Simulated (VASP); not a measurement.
The system is RuS2.

```
CELL_PARAMETERS angstrom
0.00000 2.65151 2.65151
2.65151 0.00000 2.65151
2.65151 2.65151 0.00000
ATOMIC_POSITIONS crystal
Ru 0.00000 0.00000 0.00000
S 0.25000 0.25000 0.25000
S 0.75000 0.75000 0.75000
```

The cell comes from a database or a generator and needn't be the stable form of this composition.

The cell isn't the ideal one: cell and atoms relaxed from a first guess.

| Item | Value |
| --- | --- |
| Program | VASP 6.6.1 |
| Task | relaxation of cell and atoms |
| Functional | PBE |
| Potentials or basis | VASP PAW PBE potentials, release 64 (Ru_pv, S) |
| Cutoff | 600 eV |
| k mesh | 11 × 11 × 11 |
| Occupations | fermi-dirac, width 0.03 eV |
| Spin | no spin polarisation |

At the start: pressure 62.6 GPa; volume 12.43 Å³/atom.

Q: Where does the relaxation end?

A: Over 5 steps the energy falls by 513.7 meV/atom and the volume is 15.69 Å³/atom (+26.2 %); space group Fm-3m (No. 225, to 0.05 Å).

The path:
```csv
step,energy change (eV),largest force (eV/Å),pressure (GPa),volume (Å³)
1,0.0000,0.0000,62.57,37.28
2,1.0056,0.0000,-23.93,70.08
3,-1.5263,0.0000,-3.81,48.28
4,-1.5399,0.0000,-1.16,47.42
5,-1.5412,0.0000,0.02,47.06
```

Final structure:
```cif
data_structure
_symmetry_space_group_name_H-M 'P 1'
_symmetry_Int_Tables_number 1
_cell_length_a 4.0524
_cell_length_b 4.0524
_cell_length_c 4.0524
_cell_angle_alpha 60.000
_cell_angle_beta 60.000
_cell_angle_gamma 60.000
_cell_volume 47.06
loop_
_atom_site_label
_atom_site_type_symbol
_atom_site_fract_x
_atom_site_fract_y
_atom_site_fract_z
_atom_site_occupancy
Ru1 Ru 0.00000 0.00000 0.00000 1
S1 S 0.25000 0.25000 0.25000 1
S2 S 0.75000 0.75000 0.75000 1
```

Caveat: the volume moved by over 15 % at a fixed basis, so the end points are rough.
